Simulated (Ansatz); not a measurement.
## Two Ansatz runs on PbS

The structure comes from a relaxation in the same program, started in the rocksalt type. Whether it is a known phase or the ground state wasn't checked. The listed cell was then made from it by scaling, straining or moving an atom.

First run: DFT, PBE, PAW with Ansatz's default frozen-core files, scalar-relativistic (Ansatz 0.2.0).

Command: `ansatz run input.yaml --threads 1 --pin off --max-ram 2048MiB --backend cpu --events-out ev --progress --plain --runs-dir out` The run took about 13 s on 1 thread of a shared machine.

```yaml
crystal:
  lattice:
    - [0.0, 3.0042711419, 3.0042711419]
    - [3.0042711419, 0.0, 3.0042711419]
    - [3.0042711419, 3.0042711419, 0.0]
  atoms:
    - { symbol: Pb, position: [0.0, 0.0, 0.0] }
    - { symbol: S, position: [0.5, 0.5, 0.5117682454] }
kpoints:
  mp_grid: { grid: [12, 12, 12] }
scf:
  occupations: { method: fermi_dirac, width: 0.05 }
hamiltonian:
  xc: pbe
  pseudopotentials: { kind: paw }
output:
  forces: true
  stress: true
  eigenvalues: true
  efg: { contact_densities: true }
  write_density: true
  write_potential: true
  elf: true
  volumetric_format: npy
```

Result: converged; pressure 0.05 GPa; largest force 0.010 eV/Å; gap on the k mesh 0.50 eV; 6 SCF iterations.

Spin–orbit coupling is left out, though it moves levels of the heavy atoms by tenths of an eV or more.

The input is then changed:

```diff
@@ -5,10 +5,10 @@
     - [3.0042711419, 3.0042711419, 0.0]
   atoms:
-    - { symbol: Pb, position: [0.0, 0.0, 0.0] }
-    - { symbol: S, position: [0.5, 0.5, 0.5117682454] }
+    - { symbol: Pb, position: [0.0, 0.0, 0.0], spin: 0.2 }
+    - { symbol: S, position: [0.5, 0.5, 0.5117682454], spin: 0.2 }
 kpoints:
   mp_grid: { grid: [12, 12, 12] }
 scf:
-  occupations: { method: fermi_dirac, width: 0.05 }
+  occupations: { method: methfessel_paxton, width: 0.05 }
 hamiltonian:
   xc: pbe
@@ -23,3 +23,5 @@
   elf: true
   volumetric_format: npy
+magnetization:
+  spin_polarized: true
```

(1) What does the second run give?

Results:

(1) It converged; pressure 0.05 GPa; largest force 0.010 eV/Å; moment 0.00 μB; 12 SCF iterations.
